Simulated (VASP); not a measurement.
# Ni (Fm-3m) in VASP: further runs, part 2 of 2

VASP 6.6.1.

### 3 Relaxation of cell and atoms, rev-vdW-DF2, collinear spin, ferromagnetic start

INCAR reads:

```
SYSTEM = Ni
PREC     = Accurate       ! precision mode
ENCUT    = 600            ! plane-wave cutoff, eV
EDIFF    = 1E-6           ! SCF threshold, eV
ISMEAR   = -1             ! smearing method
SIGMA    = 0.05           ! smearing width, eV
LREAL    = .False.        ! projectors in reciprocal space
LASPH    = .True.         ! aspherical terms in the spheres
NELM     = 150            ! most SCF steps
ALGO     = Normal         ! electronic algorithm
ISIF     = 3              ! what is computed and relaxed
LWAVE    = .False.        ! write WAVECAR
LCHARG   = .False.        ! write CHGCAR
ISPIN    = 2              ! spin polarisation
MAGMOM   = 1              ! initial moments
LORBIT   = 11             ! projections on sites
LMAXMIX  = 4              ! l up to which the mixer works
GGA      = MK             ! functional
LUSE_VDW = .True.       
AGGAC    = 0.0          
PARAM1   = 0.1234       
PARAM2   = 0.711357     
ZAB_VDW  = -1.8867      
IBRION   = 2              ! ionic algorithm
NSW      = 60             ! ionic steps
EDIFFG   = -0.01          ! ionic threshold
```

KPOINTS reads:

```
Automatic mesh
0
Gamma
  13 13 13
  0 0 0
```

POSCAR reads:

```
Ni
1.0
    0.0000000000      1.7375729330      1.7375729330
    1.7375729330      0.0000000000      1.7375729330
    1.7375729330      1.7375729330      0.0000000000
Ni
1
Direct
    0.0000000000      0.0000000000      0.0000000000
```

Potentials or basis: VASP PAW PBE potentials, release 64 (Ni).

The run is started by

```console
$ cat potpaw_PBE.64/Ni/POTCAR > POTCAR
$ mpirun -np 1 vasp_std > vasp.out
```

OUTCAR:

```text
SYSTEM = Ni
   PREC = Accurate
   ENCUT = 600
   EDIFF = 1E-6
   ISMEAR = -1
   LREAL = .False.
   LASPH = .True.
   NELM = 150
   ISIF = 3
   ISPIN = 2
   LORBIT = 11
   GGA = MK
   IBRION = 2
   NSW = 60
   EDIFFG = -0.01

 ion  position               nearest neighbor table
   1  0.000  0.000  0.000-

  LATTYP: Found a face centered cubic cell.
 ALAT       =     3.4751458660

  Lattice vectors:

 A1 = (   0.0000000000,   1.7375729330,   1.7375729330)
 A2 = (   1.7375729330,   0.0000000000,   1.7375729330)
 A3 = (   1.7375729330,   1.7375729330,   0.0000000000)

Analysis of symmetry for initial positions (statically):
=====================================================================
 Subroutine PRICEL returns:
 Original cell was already a primitive cell.

 Routine SETGRP: Setting up the symmetry group for a
 face centered cubic supercell.

 Subroutine GETGRP returns: Found 48 space group operations
 (whereof 48 operations were pure point group operations)
 out of a pool of 48 trial point group operations.

The static configuration has the point symmetry O_h .

Analysis of symmetry for dynamics (positions and initial velocities):
=====================================================================
 Subroutine PRICEL returns:
 Original cell was already a primitive cell.

 Routine SETGRP: Setting up the symmetry group for a
 face centered cubic supercell.

 Subroutine GETGRP returns: Found 48 space group operations
 (whereof 48 operations were pure point group operations)
 out of a pool of 48 trial point group operations.

The dynamic configuration has the point symmetry O_h .
[... 237 lines left out ...]

 number of electron      10.0000004 magnetization       0.6190313

 Free energy of the ion-electron system (eV)
  ---------------------------------------------------
  ext. energy  EPLUGINS =         0.00000000
  ---------------------------------------------------
  free energy    TOTEN  =        -3.16357329 eV

  energy without entropy =       -3.15046488  energy(sigma->0) =       -3.15701909

 E-fermi :   9.5295     XC(G=0): -13.4770

 val. band max:        9.5242273118   @ k =   0.3846   0.0769   0.0000
 cond. band min:       9.5335411938   @ k =  -0.4615   0.4615   0.0000
 fundamental gap:      0.0093138819
 Fermi energy:         9.5294664734

 spin component 1

 k-point     1 :       0.0000    0.0000    0.0000
  band No.  band energies     occupation
      1       0.4005      1.00000
      2       7.0758      1.00000
      3       7.0758      1.00000
      4       7.0758      1.00000
      5       8.2663      1.00000
      6       8.2663      1.00000
      7      33.5866      0.00000
      8      37.4935      0.00000
      9      37.4935      0.00000
     10      37.4935      0.00000
[... 287 lines left out ...]
 k-point    24 :       0.4615    0.1538    0.0000
  band No.  band energies     occupation
      1       4.9605      1.00000
      2       6.6630      1.00000
      3       7.1043      1.00000
      4       7.4846      1.00000
      5       8.9909      0.99998
      6      10.4287      0.00000
      7      17.6084      0.00000
      8      28.6565      0.00000
      9      30.2995      0.00000
     10      32.5002      0.00000

 [... further k-points ...]

 spin component 2

 k-point     1 :       0.0000    0.0000    0.0000
  band No.  band energies     occupation
      1       0.3927      1.00000
      2       7.7734      1.00000
      3       7.7734      1.00000
      4       7.7734      1.00000
      5       8.8438      1.00000
      6       8.8438      1.00000
      7      33.4841      0.00000
      8      37.4945      0.00000
      9      37.4945      0.00000
     10      37.4945      0.00000
[... 331 lines left out ...]
  energy  without entropy=       -3.1504648820  energy(sigma->0) =       -3.15701909

Total vdW correction in eV:      1.6510547

 reached required accuracy - stopping structural energy minimisation

 total charge

# of ion       s       p       d       tot
------------------------------------------
    1        0.509   0.515   8.343   9.366

 magnetization (x)

# of ion       s       p       d       tot
------------------------------------------
    1       -0.005  -0.022   0.652   0.625
```

Run time: 73 s. Hardware: 1 thread of Intel Xeon Platinum 8259CL at 2.50GHz (Skylake/Cascade Lake), shared host; peak memory 0.25 GiB.

Results:

* Free energy: -3.1636 eV
* Relaxed volume: 10.64 Å³/atom
* Relaxed cell: a = 2.468 Å, b = 2.468 Å, c = 2.468 Å, α = 60.00°, β = 60.00°, γ = 60.00°
* Space group after relaxing (to 0.05 Å): Fm-3m (No. 225)
* Energy gained by relaxing: 1.3 meV/atom
* Ionic steps: 3
* Pressure after relaxing: 0.0 GPa
* Band gap on the k mesh: none (metal or under the smearing width)
* Net moment: 0.62 μB per cell
* Site moments: Ni +0.62 μB
* Valence electrons inside the program's atomic spheres: Ni 9.37

Step by step:
```
step  energy change (eV)  largest force (eV/Å)  pressure (GPa)  volume (Å³)
   1              0.0000                0.0000            2.94        10.49
   2              0.0001                0.0000           -2.86        10.79
   3             -0.0013                0.0000           -0.01        10.64
```

Final structure:
```
Ni
1.0
     0.00000    1.74548    1.74548
     1.74548    0.00000    1.74548
     1.74548    1.74548    0.00000
Ni
1
Direct
  0.00000 0.00000 0.00000
```

Levels at points of the mesh, in eV from the Fermi level:
Spin up:
```
           k point  band 3  band 4  band 5  band 6  band 7  band 8
(0.00, 0.00, 0.00)   -2.45   -2.45   -1.26   -1.26   24.06   27.96
```
Spin down:
```tsv
k point	band 2	band 3	band 4	band 5	band 6	band 7	band 8	band 9
(0.00, 0.00, 0.00)	-1.76	-1.76	-1.76	-0.69	-0.69	23.95	27.97	27.97
```

Caveat: the PAW data sets were made with another functional, which shifts forces and pressure a little.

### 4 Relaxation of cell and atoms, optPBE-vdW, collinear spin, ferromagnetic start

INCAR reads:

```
SYSTEM = Ni
PREC = Accurate
ENCUT = 600
EDIFF = 1E-7
ISMEAR = -1
SIGMA = 0.05
LREAL = .FALSE.
LASPH = .TRUE.
NELM = 100
ALGO = Normal
ISIF = 3
LWAVE = .FALSE.
LCHARG = .FALSE.
ISPIN = 2
MAGMOM = 1
LORBIT = 11
LMAXMIX = 4
GGA = OR
LUSE_VDW = .TRUE.
AGGAC = 0.0
IBRION = 2
NSW = 60
EDIFFG = -0.01
```

KPOINTS reads:

```
Automatic mesh
0
G
  13 13 13
  0 0 0
```

POSCAR is that of step 3.

The run is started by

```console
$ cat potpaw_PBE.64/Ni/POTCAR > POTCAR
$ mpirun -np 1 vasp_std > vasp.out
```

It took 82 s on 1 thread of Intel Xeon Platinum 8259CL at 2.50GHz (Skylake/Cascade Lake), shared host; peak memory 0.25 GiB.

The run converged. Its results:

| Item | Value |
| --- | --- |
| Free energy | -2.4370 eV |
| Relaxed volume | 10.99 Å³/atom |
| Relaxed cell | a = 2.495 Å, b = 2.495 Å, c = 2.495 Å, α = 60.00°, β = 60.00°, γ = 60.00° |
| Space group after relaxing (to 0.05 Å) | Fm-3m (No. 225) |
| Energy gained by relaxing | 14.2 meV/atom |
| Ionic steps | 3 |
| Pressure after relaxing | 0.0 GPa |
| Band gap on the k mesh | none (metal or under the smearing width) |
| Net moment | 0.62 μB per cell |
| Site moments | Ni +0.63 μB |
| Valence electrons inside the program's atomic spheres | Ni 9.31 |

The path:
```csv
step,energy change (eV),largest force (eV/Å),pressure (GPa),volume (Å³)
1,0.0000,0.0000,9.74,10.49
2,-0.0015,0.0000,-7.66,11.49
3,-0.0142,0.0000,-0.03,10.99
```

Final structure:
```
CELL_PARAMETERS angstrom
0.00000 1.76442 1.76442
1.76442 0.00000 1.76442
1.76442 1.76442 0.00000
ATOMIC_POSITIONS crystal
Ni 0.00000 0.00000 0.00000
```

Levels at points of the mesh, in eV from the Fermi level:
Spin up:
| k point | band 2 | band 3 | band 4 | band 5 | band 6 | band 7 | band 8 | band 9 |
| --- | --- | --- | --- | --- | --- | --- | --- | --- |
| (0.00, 0.00, 0.00) | -2.38 | -2.38 | -2.38 | -1.24 | -1.24 | 23.84 | 27.48 | 27.48 |
Spin down:
| k point | band 2 | band 3 | band 4 | band 5 | band 6 | band 7 | band 8 | band 9 |
| --- | --- | --- | --- | --- | --- | --- | --- | --- |
| (0.00, 0.00, 0.00) | -1.66 | -1.66 | -1.66 | -0.68 | -0.68 | 23.70 | 27.46 | 27.46 |

Caveat: the PAW data sets were made with another functional, which shifts forces and pressure a little.

### 5 The reference run

An earlier run on the cell as given: functional PBEsol; potentials or basis VASP PAW PBE potentials, release 64 (Ni); cutoff 520 eV; k mesh 13 × 13 × 13; occupations fermi-dirac, width 0.05 eV; collinear spin, ferromagnetic start; starting moments [1.0] μB.

- Pressure: -2.4 GPa
- Band gap on the k mesh: none (metal or under the smearing width)
- Net moment: 0.62 μB per cell
- Site moments: Ni +0.63 μB
- Valence electrons inside the program's atomic spheres: Ni 9.38

### 6 Summary

| task | level | cell | cutoff (eV) | ladder | gap on the mesh (eV) | pressure (GPa) | moment (μB) | relaxed volume (Å³/atom) |
| --- | --- | --- | --- | --- | --- | --- | --- | --- |
| relaxation of cell and atoms | optB86b-vdW | relaxed | 600 | - | none | 0.0 | 0.62 | 10.61 |
| relaxation of cell and atoms | rev-vdW-DF2 | relaxed | 600 | - | none | 0.0 | 0.62 | 10.64 |
| relaxation of cell and atoms | optPBE-vdW | relaxed | 600 | - | none | 0.0 | 0.62 | 10.99 |
| single point | PBEsol | as given | 520 | free | none | -2.4 | 0.62 | - |

Alike in all rows: potentials or basis VASP PAW PBE potentials, release 64 (Ni); spin collinear, ferromagnetic start; k mesh 13 × 13 × 13; smearing fermi-dirac 0.05 eV.

Caveats: the PAW data sets were made with another functional, which shifts forces and pressure a little.

Absolute energies hang on the potentials; compare differences alone.
